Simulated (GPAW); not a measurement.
# MgO (Fm-3m) in GPAW: settings compared, part 2 of 2

GPAW 26.7.0. The steps go on from the part before.

### 4 Single point, AM05

run.py

```python
from ase.dft.bandgap import bandgap
from ase.io import read, write
from ase.units import GPa
from gpaw import GPAW, PW, setup_paths

setup_paths.insert(0, '.')

atoms = read('MgO.xyz')

calc = GPAW(mode=PW(800),
            xc='AM05',
            kpts={'size': (11, 11, 11), 'gamma': True},
            occupations={'name': 'fermi-dirac', 'width': 0.05},
            nbands=16,
            convergence={'density': 1e-05, 'energy': 1e-05},
            maxiter=150,
            txt='gpaw.txt')
atoms.calc = calc
energy = atoms.get_potential_energy()
forces = atoms.get_forces()
stress = atoms.get_stress()
calc.write('gs.gpw')
write('result.traj', atoms)
print(f'Energy: {energy:.6f} eV')
print('Forces (eV/A):')
print(forces.round(4))
print('Stress (GPa):', (stress / GPa).round(3))
print('Fermi level:', round(calc.get_fermi_level(), 4), 'eV')
print(f'Gap: {bandgap(calc)[0]:.4f} eV, direct: {bandgap(calc, direct=True)[0]:.4f} eV')
```

MgO.xyz

```xyz
2
Lattice="0.0000000000 2.0970013927 2.0970013927 2.0970013927 0.0000000000 2.0970013927 2.0970013927 2.0970013927 0.0000000000" Properties=species:S:1:pos:R:3 pbc="T T T"
Mg     0.0000000000      0.0000000000      0.0000000000
O      2.0970013927      2.0970013927      2.0970013927
```

Potentials or basis: PAW data sets generated in the run's folder for this functional, pw.

The run is started by

```
$ gpaw-setup -f AM05 Mg O
$ OMP_NUM_THREADS=1 python run.py
```

gpaw.txt:

```text
__  _  _
 | _ |_)|_||  |
 |__||  | ||/\| - 26.7.0

Input parameters:
  mode=PW(ecut=800.0),
  convergence={'density': 1e-05, 'energy': 1e-05},
  kpts=MonkhorstPack(size=(11, 11, 11), gamma=True),
  maxiter=150,
  nbands=16,
  occupations=Occupations(name='fermi-dirac', width=0.05),
  xc=XC(name='AM05')

Diagonalizing LCAO Hamiltonian
Converting LCAO to pw mode

              O

       Mg

Atoms  # Å, Bohr magnetons
|   | symbol |        x |        y |        z |    initial magnetic moments |
|---|--------|----------|----------|----------|-----------------------------|
| 0 |     Mg | 0.000000 | 0.000000 | 0.000000 | ( 0.0000,  0.0000,  0.0000) |
| 1 |      O | 2.097001 | 2.097001 | 2.097001 | ( 0.0000,  0.0000,  0.0000) |

Unit cell  # Å
| periodic |        x |        y |        z |  lengths |    angles |
|----------|----------|----------|----------|----------|-----------|
|      yes | 0.000000 | 2.097001 | 2.097001 | 2.965608 | 60.000000 |
|      yes | 2.097001 | 0.000000 | 2.097001 | 2.965608 | 60.000000 |
|      yes | 2.097001 | 2.097001 | 0.000000 | 2.965608 | 60.000000 |

Number of symmetries: 48
Symmetry operations  # r_c * U_cc + t_c -> r_c
|    | kind |            matrix            |
|----|------|------------------------------|
|  0 |  σ   |  1, 0, 0,  1, 0,-1,  1,-1, 0 |
|  1 |  C2  |  1, 0, 0,  1,-1, 0,  1, 0,-1 |
|  2 |  E   |  1, 0, 0,  0, 1, 0,  0, 0, 1 |
|  3 |  σ   |  1, 0, 0,  0, 0, 1,  0, 1, 0 |
|  4 |  C4  |  1, 0,-1,  1, 0, 0,  1,-1, 0 |
|  5 |  S6  |  1, 0,-1,  1,-1, 0,  1, 0, 0 |
[... 165 lines left out ...]
  name: AM05 with 2 nearest neighbor stencil

convergence criteria:
- Maximum integral of absolute [dens]ity change: 1e-05 electrons / valence electron
- Maximum [total energy] change in last 3 cyles: 1e-05 eV / valence electron
- Maximum integral of absolute [eigenst]ate change: 4e-08 eV^2 / valence electron
maximum number of iterations: 150

SCF iterations
|iter     | |      energy | eigst |  dens |
|---------|-|-------------|-------|-------|
|iter:   1| |  -13.631416 | +0.17 |       |
|iter:   2| |  -13.302751 | -2.34 | -1.00 |
|iter:   3| |  -12.396126 | -1.44 | -1.06 |
|iter:   4| |  -12.398580 | -3.36 | -1.60 |
|iter:   5| |  -12.402448 | -3.30 | -1.87 |
|iter:   6| |  -12.402492 | -5.56 | -3.03 |
|iter:   7| |  -12.402506c| -6.35 | -3.41 |
|iter:   8| |  -12.402506c| -8.13c| -4.40 |
|iter:   9| |  -12.402506c| -8.22c| -5.12c|

Converged in 9 steps
Energy contributions relative to reference atoms: (reference = -7459.970815)

Energy contributions:
  Kinetic:          12.654981
  Coulomb:         -10.766843
  Zero:              0.188179
  External:          0.000000
  Xc:              -14.478823
  Entropy:          -0.000000
  Spinorbit:         0.000000
  ----------------------------
  Free energy:     -12.402506
  Extrapolated:    -12.402506

dipole moment: (-6.026119, -6.026119, -6.026119)  # |e|*Ang

Fermi level: 5.912
Eigenvalues  # (at kpt = [0.000, 0.000, 0.000])
| band index |      eig [eV] | occ [0-2] |
|------------|---------------|-----------|
|          0 |       -66.893 |     2.000 |
|          1 |       -33.986 |     2.000 |
|          2 |       -33.986 |     2.000 |
|          3 |       -33.986 |     2.000 |
|          4 |       -12.222 |     2.000 |
|          5 |         4.954 |     2.000 |
[... 8 lines left out ...]
|         14 |        26.521 |     0.000 |
|         15 |        29.541 |     0.000 |

Gap: 4.860 eV
Transition (v -> c):
  (s=0, k=0, n=7, [0.00, 0.00, 0.00]) -> (s=0, k=0, n=8, [0.00, 0.00, 0.00])
No difference between direct/indirect transitions

Forces  # eV/Ang
|        x |       y |        z |
|----------|---------|----------|
|  0.00000 | 0.00000 |  0.00000 |  # Mg   0
| -0.00000 | 0.00000 | -0.00000 |  # O    1

Stress tensor  # eV/Ang^3
|         x |         y |         z |
|-----------|-----------|-----------|
| -0.022930 |  0.000000 |  0.000000 |
|  0.000000 | -0.022930 | -0.000000 |
|  0.000000 | -0.000000 | -0.022930 |

# Writing to gs.gpw (mode='')
```

stdout:

```text
Energy: -12.402506 eV
Forces (eV/A):
[[ 0.  0.  0.]
 [-0.  0. -0.]]
Stress (GPa): [-3.674 -3.674 -3.674 -0.     0.     0.   ]
Fermi level: 5.9122 eV
Gap: 4.8601 eV, direct: 4.8601 eV
```

Wall time 13 s (1 thread of Arm Neoverse V2, shared host); peak memory 0.15 GiB.

What came out:

| Property | Result |
| --- | --- |
| Free energy | -12.4025 eV |
| Pressure | 3.7 GPa |
| Band gap on the k mesh | 4.86 eV, direct |

### 5 Overview

```tsv
level	potentials or basis	older calculator (legacy_gpaw)	gap on the mesh (eV)	pressure (GPa)
optB88-vdW	GPAW PAW data sets (gpaw-data 1.2.1), pw	yes	5.15	-
r2SCAN	GPAW PAW data sets (gpaw-data 1.2.1), pw	-	5.80	2.0
AM05	PAW data sets generated in the run's folder for this functional, pw	-	4.86	3.7
```

Alike in all rows: task single point; no spin polarisation; cell as given; k mesh 11 × 11 × 11; cutoff (eV) 800; smearing fermi-dirac 0.05 eV.

Caveats: the PAW data sets were made with another functional, which shifts forces and pressure a little (some runs).

Total energies depend on the potentials used, so only differences within one code and one set of settings carry meaning.

### 6 Comparison with measurements

Step 2. Against the measured gap of MgO, 7.83 eV (quoted in “Electronic structure of alkaline earth and post-transition metal oxides”, 2009, arxiv:0908.1581), the calculated 5.15 eV is off by -2.68 eV. The value is that of optB88-vdW, without temperature or zero-point motion. The cell is a database's relaxed one, not the measured one, which moves gaps too.

Step 3. Against the measured gap of MgO, 7.83 eV (quoted in “Electronic structure of alkaline earth and post-transition metal oxides”, 2009, arxiv:0908.1581), the calculated 5.80 eV is off by -2.03 eV. The value is that of r2SCAN, without temperature or zero-point motion. The cell is a database's relaxed one, not the measured one, which moves gaps too.

Step 4. Against the measured gap of MgO, 7.83 eV (quoted in “Electronic structure of alkaline earth and post-transition metal oxides”, 2009, arxiv:0908.1581), the calculated 4.86 eV is off by -2.97 eV. The value is that of AM05, without temperature or zero-point motion. Semilocal functionals fall short of measured gaps as a rule. The cell is a database's relaxed one, not the measured one, which moves gaps too.
